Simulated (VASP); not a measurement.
**ZnH: relaxation of cell and atoms with PBE**

ZnH:

```xyz
2
Lattice="0.0000 2.2159 2.2159 2.2159 0.0000 2.2159 2.2159 2.2159 0.0000" Properties=species:S:1:pos:R:3 pbc="T T T"
Zn    0.0000    0.0000    0.0000
H     1.1080    1.1080    1.1080
```

The cell was built by a generator and needn't be a form met in nature.

```
Program                : VASP 6.6.1
Task                   : relaxation of cell and atoms
Functional             : PBE
Potentials or basis    : VASP PAW PBE potentials, release 64 (Zn, H)
Cutoff                 : 600 eV
k mesh                 : 10 × 10 × 10
Occupations            : gaussian, width 0.05 eV
Spin                   : no spin polarisation
Further INCAR settings : ALGO = Fast; EDIFF = 1e-07; IBRION = 2; EDIFFG = -0.005; NSW = 40; ISIF = 3
```

```
Relaxed volume                         : 10.99 Å³/atom
Relaxed cell                           : a = 3.144 Å, b = 3.144 Å, c = 3.144 Å, α = 60.00°, β = 60.00°, γ = 60.00°
Space group after relaxing (to 0.05 Å) : F-43m (No. 216)
Energy gained by relaxing              : 0.1 meV/atom
Ionic steps                            : 4
Pressure after relaxing                : -0.1 GPa
Band gap on the k mesh                 : none (metal or under the smearing width)
```

Step by step:
| step | energy change (eV) | largest force (eV/Å) | pressure (GPa) | volume (Å³) |
| --- | --- | --- | --- | --- |
| 1 | 0.0000 | 0.0000 | 0.44 | 21.76 |
| 2 | -0.0002 | 0.0000 | 0.30 | 21.86 |
| 3 | -0.0002 | 0.0000 | -0.23 | 22.06 |
| 4 | -0.0003 | 0.0000 | -0.05 | 21.97 |

Final structure:
```xyz
2
Lattice="0.0000 2.2231 2.2231 2.2231 0.0000 2.2231 2.2231 2.2231 0.0000" Properties=species:S:1:pos:R:3 pbc="T T T"
Zn    0.0000    0.0000    0.0000
H     1.1115    1.1115    1.1115
```

Levels at points of the mesh, in eV from the Fermi level:
```
           k point  band 2  band 3  band 4  band 5  band 6  band 7  band 8  band 9  band 10
(0.00, 0.00, 0.00)   -7.51   -7.51   -7.51   -7.26   -7.26    6.23   12.72   12.72    12.72
(0.50, 0.00, 0.00)   -7.48   -7.48   -7.13   -7.13   -5.43   -2.72    8.09   10.02    10.02
(0.50, 0.50, 0.00)   -7.77   -7.12   -7.10   -7.10   -4.73   -0.59    5.34    5.34     5.37
```

It took 31 s on 1 thread of Intel(R) Xeon(R) Platinum 8488C (Sapphire Rapids), on a shared host, peak memory 0.16 GiB.
